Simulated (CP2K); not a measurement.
Crystal: GaN.

```xyz
4
Lattice="3.1800 0.0000 0.0000 -1.5900 2.7540 0.0000 0.0000 0.0000 5.1660" Properties=species:S:1:pos:R:3 pbc="T T T"
Ga    1.5900    0.9180    2.5830
Ga    0.0000    1.8360    0.0000
N     1.5900    0.9180    4.5203
N     0.0000    1.8360    1.9373
```

Program: CP2K 2026.2. Alike in all runs: task band structure; cell as given; k mesh 10 × 10 × 5.

Task: Order these runs on this cell by their pressure, lowest first.
A. level PBEsol; potentials or basis POTENTIAL_UZH Ga GTH-PBE-q13, N GTH-PBE-q5; TZVP-MOLOPT-PBE-GTH basis; spin off; smearing fermi-dirac 0.0259 eV; NGRIDS 5; points a segment of the path (NPOINTS) 6; bands added on the path 2; k points reduced by the point group yes
B. level LDA; potentials or basis GTH_POTENTIALS Ga GTH-PADE-q13, N GTH-PADE-q5; TZVP-MOLOPT-PBE-GTH basis; spin off; smearing fermi-dirac 0.01 eV; NGRIDS 4; points a segment of the path (NPOINTS) 8; bands added on the path 2; k points reduced by the point group yes
C. level PBE; potentials or basis GTH_SOC_POTENTIALS Ga GTH-PBE-q13, N GTH-PBE-q5; TZVP-MOLOPT-PBE-GTH basis; spin SOC, no magnetisation; smearing fermi-dirac 0.1 eV; NGRIDS 5; points a segment of the path (NPOINTS) 6; bands added on the path 6; soc after scf yes

Result: B (-2.0 GPa), A (4.1 GPa), C (9.3 GPa).

Caveats: the basis of atomic orbitals isn't converged, which shifts pressures, moduli and gaps; the potentials were made for another functional, which shifts forces and pressure (some runs).
